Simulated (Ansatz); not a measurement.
Trial structure of ZnO, not yet relaxed:

```xyz
12
Lattice="-2.8654 2.8654 2.8654 2.8654 -2.8654 2.8654 2.8654 2.8654 -2.8654" Properties=species:S:1:pos:R:3 pbc="T T T"
Zn    4.2981    0.7164    0.0000
Zn    0.0000    1.4327    2.1491
Zn    0.7164    0.0000    4.2981
Zn    0.0000    4.2981    0.7164
Zn    1.4327    2.1491    0.0000
Zn    2.1491    0.0000    1.4327
O     0.7164    2.8654    1.4327
O     2.8654   -1.4327    2.1491
O     2.1491    2.8654   -1.4327
O     2.8654    1.4327    0.7164
O    -1.4327    2.1491    2.8654
O     1.4327    0.7164    2.8654
```

Method: Ansatz 0.2.0, DFT PBE, scalar-relativistic, plane waves, PAW. Settings: cutoff 420 eV, Γ-centred mesh 4×4×4 on the computed 12-atom cell, Gaussian smearing of 0.10 eV; no spin polarisation.

Formation energies are uncorrected and refer to the elements' standard structures at the same level (O₂ as a molecule).

Problem. How far from equilibrium is it?

Solution. The pressure is 137.0 GPa (it wants to expand), the largest force is 0.00 eV/Å (symmetry fixes the atoms), and the energy is −0.12 eV/atom against the elements. The shortest distance is 1.75 Å.

Problem. How much does it gain on relaxing, and where does it end?

Solution. Relaxing gains about 1.2 eV/atom in 13 ionic steps and ends at −1.287 eV/atom on the finer mesh. The symmetry stays I-43d (No. 220). The volume per atom grows by 50.7 %, from 7.8 to 11.8 Å³. The shortest distance goes from 1.75 Å (Zn–O) to 2.01 Å (Zn–O). Conventional cell: a = 6.570 Å. Zn has 4 O at 2.01 Å; O has 4 Zn at 2.01 Å.

The last run used an 8×8×8 mesh for its 12-atom cell and Gaussian smearing of 0.02 eV. The relaxation can't lower the symmetry of the start. Symmetry constrained the relaxation, so the result can be a saddle point.
